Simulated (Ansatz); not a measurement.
## Structures of HfO₂: which is lowest?

Plane-wave DFT in Ansatz with scalar-relativistic PAW potentials, cutoff 500 eV, Γ-centred meshes chosen by cell and gap, Gaussian smearing with energies taken to zero width. Every cell was relaxed (cell and atoms) in a run of its own, within the symmetry of its start. Functional: r2SCAN.

Relaxed structures (starts from databases or built by putting these elements on another compound's sites):
A. Pca2_1, 12 atoms in the computed cell, a = 5.247 Å, b = 5.031 Å, c = 5.059 Å; sites (symmetry × multiplicity) Hf 1 × 4, O 1 × 4 + 1 × 4; start: database
B. I-42d, 6 atoms in the computed cell, a = 6.333 Å, c = 8.974 Å; sites (symmetry × multiplicity) Hf -4.. × 4, O .2. × 8; start: built
C. Fm-3m, 3 atoms in the computed cell, a = 5.058 Å; sites (symmetry × multiplicity) Hf m-3m × 4, O -43m × 8; start: database
D. P4_2/mnm, 6 atoms in the computed cell, a = 4.838 Å, c = 3.220 Å; sites (symmetry × multiplicity) Hf m.mm × 2, O m.2m × 4; start: database
E. I4_1/amd, 6 atoms in the computed cell, a = 3.992 Å, c = 10.551 Å; sites (symmetry × multiplicity) Hf -4m2 × 4, O 2mm. × 8; start: built
F. P4_2/nmc, 6 atoms in the computed cell, a = 3.577 Å, c = 5.203 Å; sites (symmetry × multiplicity) Hf -4m2 × 2, O 2mm. × 4; start: database

Task: Rank them by energy. Could pressure change the order?

Result:
```csv
structure,group,E − E(lowest) (meV/atom),V (Å³/atom),gap on mesh (eV)
A,Pca2_1,0.0,11.13,4.96
E,I4_1/amd,13.0,14.01,5.03
D,P4_2/mnm,20.5,12.56,4.53
F,P4_2/nmc,27.4,11.09,5.26
C,Fm-3m,61,10.79,4.30
B,I-42d,373,30.00,5.13
```

A is lowest, 13 meV/atom under E. C is denser by 0.34 Å³/atom, so pressure favours it: ΔE/ΔV, with ΔE in eV and 1 eV/Å³ = 160.2 GPa, gives about 28 GPa for equal enthalpy if both cells were rigid; at such pressures compression changes ΔV much, so this is a scale only. Other structures may lie lower than all of these, and vibrations aren't counted.

Spin-orbit coupling is left out, which matters for the bands of heavy elements.